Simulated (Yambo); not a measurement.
# BAs (F-43m) in Yambo: further runs

Runs on BAs. Level: PBE. Tasks: energy-loss spectrum.

Everything below comes from runs of Yambo 5.3.0. Logs are shortened: lines on timing, memory, paths and dates and some standing lists are left out, and cuts for length are marked.

**1. Starting point**

It takes space group F-43m (No. 216, cubic). Conventional cell: a = 4.777 Å, b = 4.777 Å, c = 4.777 Å, α = 90.00°, β = 90.00°, γ = 90.00°. As (site symmetry -43m) has 4 B at 2.07 Å as nearest neighbours. Around B (site symmetry -43m) lie 4 As at 2.07 Å.

**2. Energy-loss spectrum, PBE**

Contents of eels0.in:

```
optics
chi
Chimod= "HARTREE"
% BndsRnXd
 1 | 39 |
%
NGsBlkXd= 3 Ry
% LongDrXd
 1 | 1 | 1 |
%
% QpntsRXd
 2 | 2 |
%
% EnRngeXd
 0 | 50 | eV
%
% DmRngeXd
 0.3 | 0.3 | eV
%
ETStpsXd= 250
```

Contents of scf.in:

```
&CONTROL
  calculation = 'scf'
  prefix = 'pwscf'
  outdir = './tmp'
  pseudo_dir = './pseudo'
/
&SYSTEM
  ibrav = 0
  nat = 2
  ntyp = 2
  ecutwfc = 84
  nbnd = 15
  occupations = 'smearing'
  smearing = 'fd'
  degauss = 0.00367493
  force_symmorphic = .true.
/
&ELECTRONS
  conv_thr = 4d-10
  electron_maxstep = 120
  mixing_beta = 0.5
/
ATOMIC_SPECIES
As    74.9216 As.upf
B     10.8100 B.upf
CELL_PARAMETERS angstrom
   0.0000000000    2.3885000000    2.3885000000
   2.3885000000    0.0000000000    2.3885000000
   2.3885000000    2.3885000000    0.0000000000
ATOMIC_POSITIONS crystal
As     0.7500000000    0.7500000000    0.7500000000
B      0.0000000000    0.0000000000    0.0000000000
K_POINTS automatic
12 12 12 0 0 0
```

Contents of nscf.in:

```
&CONTROL
  calculation = 'nscf'
  prefix = 'pwscf'
  outdir = './tmp'
  pseudo_dir = './pseudo'
/
&SYSTEM
  ibrav = 0
  nat = 2
  ntyp = 2
  ecutwfc = 84
  nbnd = 39
  occupations = 'fixed'
  force_symmorphic = .true.
/
&ELECTRONS
  conv_thr = 1d-08
  diago_full_acc = .true.
  diago_thr_init = 1d-06
/
ATOMIC_SPECIES
As    74.9216 As.upf
B     10.8100 B.upf
CELL_PARAMETERS angstrom
   0.0000000000    2.3885000000    2.3885000000
   2.3885000000    0.0000000000    2.3885000000
   2.3885000000    2.3885000000    0.0000000000
ATOMIC_POSITIONS crystal
As     0.7500000000    0.7500000000    0.7500000000
B      0.0000000000    0.0000000000    0.0000000000
K_POINTS automatic
12 12 12 0 0 0
```

Potentials or basis: PseudoDojo 0.4.1 SR PBE standard.

Run with:

```console
> OMP_NUM_THREADS=1 pw.x -in scf.in > scf.out
> OMP_NUM_THREADS=1 pw.x -in nscf.in > nscf.out
> cd tmp/pwscf.save; p2y; mv SAVE ../..; cd ../..
> OMP_NUM_THREADS=1 yambo
> OMP_NUM_THREADS=1 yambo -F eels0.in -J eels0 -C eels0_out
```

Yambo's report:

```text
[... sections 02.01 to 02.04 as in the set-up run ...]

  [02.05] Energies & Occupations
  ==============================

  [X] === General ===
  [X] Electronic Temperature                        :  0.000000  0.000000 [eV K]
  [X] Bosonic    Temperature                        :  0.000000  0.000000 [eV K]
  [X] Finite Temperature mode                       : no
  [X] El. density                                   :  0.66049E+24 [cm-3]
  [X] Fermi Level                                   :  11.34190 [eV]

  [X] === Gaps and Widths ===
  [X] Conduction Band Min                           :  1.203619 [eV]
  [X] Valence Band Max                              :  0.000000 [eV]
  [X] Filled Bands                                  :   9
  [X] Empty Bands                                   :   10   39
  [X] Direct Gap                                    :  3.292603 [eV]
  [X] Direct Gap localized at k                     :  1
  [X] Indirect Gap                                  :  1.203619 [eV]
  [X] Indirect Gap between kpts                     :    1   40
  [X] Last valence band width                       :  5.184510 [eV]
  [X] 1st conduction band width                     :  4.074745 [eV]

 [03] Transferred momenta grid and indexing
 ==========================================

 IBZ Q-points                                      :   72
 BZ  Q-points                                      :  1728

 K/Q-points units:
 rlu = crystal or reduced units; cc = cartesian coordinates; iku = interal k-units

 Q [ 1]         [rlu]:  0.000000  0.000000  0.000000
 Q [ 2]         [rlu]: -0.24778E-18 -0.24778E-18  0.83333E-01
 Q [ 3]         [rlu]: -0.44040E-17 -0.44040E-17  0.16667
 Q [ 4]         [rlu]:  0.31652E-17  0.31652E-17  0.25000
 Q [ 5]         [rlu]: -0.88081E-17 -0.88081E-17  0.33333
 Q [ 6]         [rlu]:  0.26696E-17  0.26696E-17  0.41667
 Q [ 7]         [rlu]: -0.63303E-17 -0.63303E-17 -0.50000
 Q [ 8]         [rlu]: -0.45012E-17  0.83333E-01  0.83333E-01
 Q [ 9]         [rlu]: -0.63086E-17  0.83333E-01  0.16667
 Q [10]         [rlu]: -0.20434E-16  0.83333E-01  0.25000
 Q [11]         [rlu]:  0.31652E-17  0.83333E-01  0.33333
 Q [12]         [rlu]: -0.52957E-17  0.83333E-01  0.41667
 Q [13]         [rlu]:  0.77665E-17  0.83333E-01  0.50000
 Q [14]         [rlu]: -0.28180E-17  0.83333E-01 -0.41667
 Q [15]         [rlu]: -0.61820E-17  0.83333E-01 -0.33333
[... 33 lines left out ...]
 Q [49]         [rlu]:  0.083333  0.250000  0.333333
 Q [50]         [rlu]:  0.083333  0.250000  0.416667

 Remaining 22 points informations can be written running with -fatlog

 [04] Optics
 ===========

 [WF-X loader] Normalization (few states)  min/max  :  0.24016E-17   1.0000

 [X-CG] R(p) Tot o/o(of R):    60628   466560      100
```

It took 3.4 min on 1 thread of Arm Neoverse V1, shared host; peak memory 0.66 GiB.

Results:

```yaml
Band_gap_on_the_k_mesh_mean-field_level: 1.20 eV, indirect (least direct gap 3.29 eV)
Peak_of_the_energy-loss_function: 21.7 eV
```

Energy-loss function at q = [0.0, 0.0, 0.083333] (reciprocal lattice):
```json
{"energy (eV)": "0.0", "loss": "0.005"}
{"energy (eV)": "2.2", "loss": "0.007"}
{"energy (eV)": "4.4", "loss": "0.029"}
{"energy (eV)": "6.4", "loss": "0.058"}
{"energy (eV)": "8.6", "loss": "0.096"}
{"energy (eV)": "10.8", "loss": "0.238"}
{"energy (eV)": "13.1", "loss": "0.388"}
{"energy (eV)": "15.3", "loss": "0.655"}
{"energy (eV)": "17.5", "loss": "1.329"}
{"energy (eV)": "19.5", "loss": "2.290"}
{"energy (eV)": "21.7", "loss": "3.419"}
{"energy (eV)": "23.9", "loss": "1.378"}
{"energy (eV)": "26.1", "loss": "0.526"}
{"energy (eV)": "28.3", "loss": "0.330"}
{"energy (eV)": "30.5", "loss": "0.220"}
{"energy (eV)": "32.5", "loss": "0.139"}
{"energy (eV)": "34.7", "loss": "0.103"}
{"energy (eV)": "36.9", "loss": "0.091"}
{"energy (eV)": "39.2", "loss": "0.123"}
{"energy (eV)": "41.4", "loss": "0.175"}
{"energy (eV)": "43.6", "loss": "0.167"}
{"energy (eV)": "45.6", "loss": "0.188"}
{"energy (eV)": "47.8", "loss": "0.127"}
{"energy (eV)": "50.0", "loss": "0.100"}
```

**3. Energy-loss spectrum, PBE**

Contents of eels1.in:

```
optics
chi
Chimod= "HARTREE"
% BndsRnXd
 1 | 39 |
%
NGsBlkXd= 3 Ry
% LongDrXd
 1 | 1 | 1 |
%
% QpntsRXd
 3 | 3 |
%
% EnRngeXd
 0 | 50 | eV
%
% DmRngeXd
 0.3 | 0.3 | eV
%
ETStpsXd= 250
```

scf.in is that of step 2.

nscf.in is that of step 2.

Potentials or basis: PseudoDojo 0.4.1 SR PBE standard.

Run with:

```console
> OMP_NUM_THREADS=1 pw.x -in scf.in > scf.out
> OMP_NUM_THREADS=1 pw.x -in nscf.in > nscf.out
> cd tmp/pwscf.save; p2y; mv SAVE ../..; cd ../..
> OMP_NUM_THREADS=1 yambo
> OMP_NUM_THREADS=1 yambo -F eels1.in -J eels1 -C eels1_out
```

Yambo's report:

```text
[... sections 02.01 to 02.04 as in the set-up run ...]

  [02.05] Energies & Occupations
  ==============================

  [X] === General ===
  [X] Electronic Temperature                        :  0.000000  0.000000 [eV K]
  [X] Bosonic    Temperature                        :  0.000000  0.000000 [eV K]
  [X] Finite Temperature mode                       : no
  [X] El. density                                   :  0.66049E+24 [cm-3]
  [X] Fermi Level                                   :  11.34190 [eV]

  [X] === Gaps and Widths ===
  [X] Conduction Band Min                           :  1.203619 [eV]
  [X] Valence Band Max                              :  0.000000 [eV]
  [X] Filled Bands                                  :   9
  [X] Empty Bands                                   :   10   39
  [X] Direct Gap                                    :  3.292603 [eV]
  [X] Direct Gap localized at k                     :  1
  [X] Indirect Gap                                  :  1.203619 [eV]
  [X] Indirect Gap between kpts                     :    1   40
  [X] Last valence band width                       :  5.184510 [eV]
  [X] 1st conduction band width                     :  4.074745 [eV]

 [03] Transferred momenta grid and indexing
 ==========================================

 IBZ Q-points                                      :   72
 BZ  Q-points                                      :  1728

 K/Q-points units:
 rlu = crystal or reduced units; cc = cartesian coordinates; iku = interal k-units

 Q [ 1]         [rlu]:  0.000000  0.000000  0.000000
 Q [ 2]         [rlu]: -0.24778E-18 -0.24778E-18  0.83333E-01
 Q [ 3]         [rlu]: -0.44040E-17 -0.44040E-17  0.16667
 Q [ 4]         [rlu]:  0.31652E-17  0.31652E-17  0.25000
 Q [ 5]         [rlu]: -0.88081E-17 -0.88081E-17  0.33333
 Q [ 6]         [rlu]:  0.26696E-17  0.26696E-17  0.41667
 Q [ 7]         [rlu]: -0.63303E-17 -0.63303E-17 -0.50000
 Q [ 8]         [rlu]: -0.45012E-17  0.83333E-01  0.83333E-01
 Q [ 9]         [rlu]: -0.63086E-17  0.83333E-01  0.16667
 Q [10]         [rlu]: -0.20434E-16  0.83333E-01  0.25000
 Q [11]         [rlu]:  0.31652E-17  0.83333E-01  0.33333
 Q [12]         [rlu]: -0.52957E-17  0.83333E-01  0.41667
 Q [13]         [rlu]:  0.77665E-17  0.83333E-01  0.50000
 Q [14]         [rlu]: -0.28180E-17  0.83333E-01 -0.41667
 Q [15]         [rlu]: -0.61820E-17  0.83333E-01 -0.33333
[... 33 lines left out ...]
 Q [49]         [rlu]:  0.083333  0.250000  0.333333
 Q [50]         [rlu]:  0.083333  0.250000  0.416667

 Remaining 22 points informations can be written running with -fatlog

 [04] Optics
 ===========

 [WF-X loader] Normalization (few states)  min/max  :  0.24016E-17   1.0000

 [X-CG] R(p) Tot o/o(of R):    62814   466560      100
```

o-eels1.eel_q3_inv_rpa_dyson:

```text
# Electron Energy Loss @ Q(3):  0.833333333E-1  0.833333333E-1 -0.833333333E-1 [iku]
#
# [ X ] Hartree size                              :  27
# [GEN] GF Energies                               : Perdew, Burke & Ernzerhof(X)+Perdew, Burke & Ernzerhof(C)
# [GEN] Green`s Function                          : T-ordered
#
#    E[1] [eV]          Im(eel)            Re(eel)            Im(eel_o)          Re(eel_o)
#
        0.000000           0.005313          -0.147716           0.005269          -0.135772
        0.200803           0.005323          -0.147599           0.005278          -0.135656
        0.401606           0.005353          -0.147248           0.005308          -0.135309
        0.602410           0.005403          -0.146659           0.005357          -0.134728
        0.803213           0.005476          -0.145829           0.005428          -0.133909
        1.004016           0.005573          -0.144751           0.005522          -0.132847
[... 242 lines left out ...]
        49.79920           0.094385          -1.119414           0.110706          -1.110983
        50.00000           0.097595          -1.115228           0.116982          -1.107747
#
```

Run time: 3.5 min. Hardware: 1 thread of Arm Neoverse V1, shared host; peak memory 0.66 GiB.

Results:

| Quantity | Value |
| --- | --- |
| Band gap on the k mesh, mean-field level | 1.20 eV, indirect (least direct gap 3.29 eV) |
| Peak of the energy-loss function | 21.7 eV |

Energy-loss function at q = [0.0, 0.0, 0.16667] (reciprocal lattice):
```json
{"energy (eV)": "0.0", "loss": "0.005"}
{"energy (eV)": "2.2", "loss": "0.007"}
{"energy (eV)": "4.4", "loss": "0.029"}
{"energy (eV)": "6.4", "loss": "0.048"}
{"energy (eV)": "8.6", "loss": "0.101"}
{"energy (eV)": "10.8", "loss": "0.184"}
{"energy (eV)": "13.1", "loss": "0.368"}
{"energy (eV)": "15.3", "loss": "0.604"}
{"energy (eV)": "17.5", "loss": "1.174"}
{"energy (eV)": "19.5", "loss": "2.125"}
{"energy (eV)": "21.7", "loss": "3.774"}
{"energy (eV)": "23.9", "loss": "1.507"}
{"energy (eV)": "26.1", "loss": "0.605"}
{"energy (eV)": "28.3", "loss": "0.365"}
{"energy (eV)": "30.5", "loss": "0.241"}
{"energy (eV)": "32.5", "loss": "0.151"}
{"energy (eV)": "34.7", "loss": "0.112"}
{"energy (eV)": "36.9", "loss": "0.094"}
{"energy (eV)": "39.2", "loss": "0.125"}
{"energy (eV)": "41.4", "loss": "0.178"}
{"energy (eV)": "43.6", "loss": "0.169"}
{"energy (eV)": "45.6", "loss": "0.191"}
{"energy (eV)": "47.8", "loss": "0.123"}
{"energy (eV)": "50.0", "loss": "0.098"}
```

A k mesh can miss the band edges. A hybrid or GW would open this gap; PBE tends to underestimate it.

**4. Energy-loss spectrum, PBE**

Contents of eels2.in:

```
optics
chi
Chimod= "HARTREE"
% BndsRnXd
 1 | 39 |
%
NGsBlkXd= 3 Ry
% LongDrXd
 1 | 1 | 1 |
%
% QpntsRXd
 4 | 4 |
%
% EnRngeXd
 0 | 50 | eV
%
% DmRngeXd
 0.3 | 0.3 | eV
%
ETStpsXd= 250
```

scf.in is that of step 3.

nscf.in is that of step 3.

Potentials or basis: PseudoDojo 0.4.1 SR PBE standard.

Run with:

```console
> OMP_NUM_THREADS=1 pw.x -in scf.in > scf.out
> OMP_NUM_THREADS=1 pw.x -in nscf.in > nscf.out
> cd tmp/pwscf.save; p2y; mv SAVE ../..; cd ../..
> OMP_NUM_THREADS=1 yambo
> OMP_NUM_THREADS=1 yambo -F eels2.in -J eels2 -C eels2_out
```

Yambo's report:

```text
[... sections 02.01 to 02.04 as in the set-up run ...]

  [02.05] Energies & Occupations
  ==============================

  [X] === General ===
  [X] Electronic Temperature                        :  0.000000  0.000000 [eV K]
  [X] Bosonic    Temperature                        :  0.000000  0.000000 [eV K]
  [X] Finite Temperature mode                       : no
  [X] El. density                                   :  0.66049E+24 [cm-3]
  [X] Fermi Level                                   :  11.34190 [eV]

  [X] === Gaps and Widths ===
  [X] Conduction Band Min                           :  1.203619 [eV]
  [X] Valence Band Max                              :  0.000000 [eV]
  [X] Filled Bands                                  :   9
  [X] Empty Bands                                   :   10   39
  [X] Direct Gap                                    :  3.292603 [eV]
  [X] Direct Gap localized at k                     :  1
  [X] Indirect Gap                                  :  1.203619 [eV]
  [X] Indirect Gap between kpts                     :    1   40
  [X] Last valence band width                       :  5.184510 [eV]
  [X] 1st conduction band width                     :  4.074745 [eV]

 [03] Transferred momenta grid and indexing
 ==========================================

 IBZ Q-points                                      :   72
 BZ  Q-points                                      :  1728

 K/Q-points units:
 rlu = crystal or reduced units; cc = cartesian coordinates; iku = interal k-units

 Q [ 1]         [rlu]:  0.000000  0.000000  0.000000
 Q [ 2]         [rlu]: -0.24778E-18 -0.24778E-18  0.83333E-01
 Q [ 3]         [rlu]: -0.44040E-17 -0.44040E-17  0.16667
 Q [ 4]         [rlu]:  0.31652E-17  0.31652E-17  0.25000
 Q [ 5]         [rlu]: -0.88081E-17 -0.88081E-17  0.33333
 Q [ 6]         [rlu]:  0.26696E-17  0.26696E-17  0.41667
 Q [ 7]         [rlu]: -0.63303E-17 -0.63303E-17 -0.50000
 Q [ 8]         [rlu]: -0.45012E-17  0.83333E-01  0.83333E-01
 Q [ 9]         [rlu]: -0.63086E-17  0.83333E-01  0.16667
 Q [10]         [rlu]: -0.20434E-16  0.83333E-01  0.25000
 Q [11]         [rlu]:  0.31652E-17  0.83333E-01  0.33333
 Q [12]         [rlu]: -0.52957E-17  0.83333E-01  0.41667
 Q [13]         [rlu]:  0.77665E-17  0.83333E-01  0.50000
 Q [14]         [rlu]: -0.28180E-17  0.83333E-01 -0.41667
 Q [15]         [rlu]: -0.61820E-17  0.83333E-01 -0.33333
[... 33 lines left out ...]
 Q [49]         [rlu]:  0.083333  0.250000  0.333333
 Q [50]         [rlu]:  0.083333  0.250000  0.416667

 Remaining 22 points informations can be written running with -fatlog

 [04] Optics
 ===========

 [WF-X loader] Normalization (few states)  min/max  :  0.24016E-17   1.0000

 [X-CG] R(p) Tot o/o(of R):    62725   466560      100
```

o-eels2.eel_q4_inv_rpa_dyson:

```text
# Electron Energy Loss @ Q(4):  0.125000000     0.125000000    -0.125000000    [iku]
#
# [ X ] Hartree size                              :  27
# [GEN] GF Energies                               : Perdew, Burke & Ernzerhof(X)+Perdew, Burke & Ernzerhof(C)
# [GEN] Green`s Function                          : T-ordered
#
#    E[1] [eV]          Im(eel)            Re(eel)            Im(eel_o)          Re(eel_o)
#
        0.000000           0.005566          -0.192496           0.005599          -0.175205
        0.200803           0.005575          -0.192389           0.005608          -0.175096
        0.401606           0.005602          -0.192066           0.005635          -0.174771
        0.602410           0.005648          -0.191525           0.005681          -0.174227
        0.803213           0.005715          -0.190762           0.005748          -0.173460
        1.004016           0.005803          -0.189771           0.005836          -0.172463
[... 242 lines left out ...]
        49.79920           0.092518          -1.120701           0.110417          -1.114088
        50.00000           0.096052          -1.116286           0.116658          -1.110879
#
```

Run time: 3.5 min. Hardware: 1 thread of Arm Neoverse V1, shared host; peak memory 0.66 GiB.

Results:

```
Band gap on the k mesh, mean-field level : 1.20 eV, indirect (least direct gap 3.29 eV)
Peak of the energy-loss function         : 21.7 eV
```

Energy-loss function at q = [0.0, 0.0, 0.25] (reciprocal lattice):
| energy (eV) | loss |
| --- | --- |
| 0.0 | 0.006 |
| 2.2 | 0.007 |
| 4.4 | 0.027 |
| 6.4 | 0.044 |
| 8.6 | 0.089 |
| 10.8 | 0.186 |
| 13.1 | 0.353 |
| 15.3 | 0.569 |
| 17.5 | 0.861 |
| 19.5 | 1.641 |
| 21.7 | 3.687 |
| 23.9 | 1.695 |
| 26.1 | 0.755 |
| 28.3 | 0.445 |
| 30.5 | 0.276 |
| 32.5 | 0.178 |
| 34.7 | 0.124 |
| 36.9 | 0.099 |
| 39.2 | 0.129 |
| 41.4 | 0.179 |
| 43.6 | 0.171 |
| 45.6 | 0.190 |
| 47.8 | 0.121 |
| 50.0 | 0.096 |

[end of part 1 of 2]
